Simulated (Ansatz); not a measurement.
Si: estimating a transition pressure

Theory: DFT PBE+D3(BJ), scalar-relativistic, plane waves, PAW in Ansatz. All cells share a 420 eV cutoff and Γ-centred k meshes spaced at most about 0.3 Å⁻¹ (about 0.25 or finer for metals, 2π included). No spin polarisation.

All energies are static (0 K, no zero-point motion). All cells are relaxed at this level.

```tsv
form	space group	conventional cell	V (Å³/atom)	E over A (meV/atom)
A	Fd-3m (No. 227)	a = 5.422 Å	19.92	0
B	P6/mmm (No. 191)	a = 2.609 Å, c = 2.457 Å	14.49	196
C	P6_3/mmc (No. 194)	a = 2.637 Å, c = 4.509 Å	13.58	369
D	Fm-3m (No. 225)	a = 3.801 Å	13.73	404
```

Q: Estimate the pressure at which each denser form shown overtakes A in enthalpy, neglecting compression, and say which comes first.

A: With H = E + PV and fixed volumes, the enthalpies cross at P = ΔE/(V_A − V) for a denser form of volume V). For B: 0.196 eV / 5.43 Å³ = 0.0361 eV/Å³ = 5.8 GPa. For C: 0.369 eV / 6.34 Å³ = 0.0582 eV/Å³ = 9.3 GPa. For D: 0.404 eV / 6.19 Å³ = 0.0653 eV/Å³ = 10 GPa. (1 eV/Å³ = 160.2 GPa.) B comes first. From B the next step is to C, at (0.369 − 0.196) eV / 0.91 Å³, about 30 GPa by the same rule. The more open form is usually the softer one, so ΔV shrinks under load and the true crossing tends to lie higher; dense phases that weren't computed may step in before it.

Origin: A, reached from a measured cell (COD), among other starts; B, invented, matching a COD cell; C and D, each reached from a Materials Project cell.

Compression favours the dense forms because the PV term repays the loss of silicon's directional sp³ bonds. Diamond-type A gains its cohesion from an open tetrahedral network, whereas simple hexagonal B and close-packed C and D are metallic, with more delocalised bonding. B comes first because it gains most of the available volume reduction at the smallest energy cost. The crossings of C and D with A are therefore metastable, as B already has the lower enthalpy there.

Density alone does not order the energies: D is slightly less dense than C yet lies higher. At fixed volumes D can therefore never overtake C, although silicon is known to transform from hcp to fcc under strong compression. Resolving that step needs the energies of the compressed cells.

In experiment, diamond-type silicon first gives way to the β-tin form, at a pressure well above the 5.8 GPa found for B. Besides the fixed volumes, the pairwise dispersion term may contribute to the low value by overbinding the dense metals, where screening weakens such attraction.
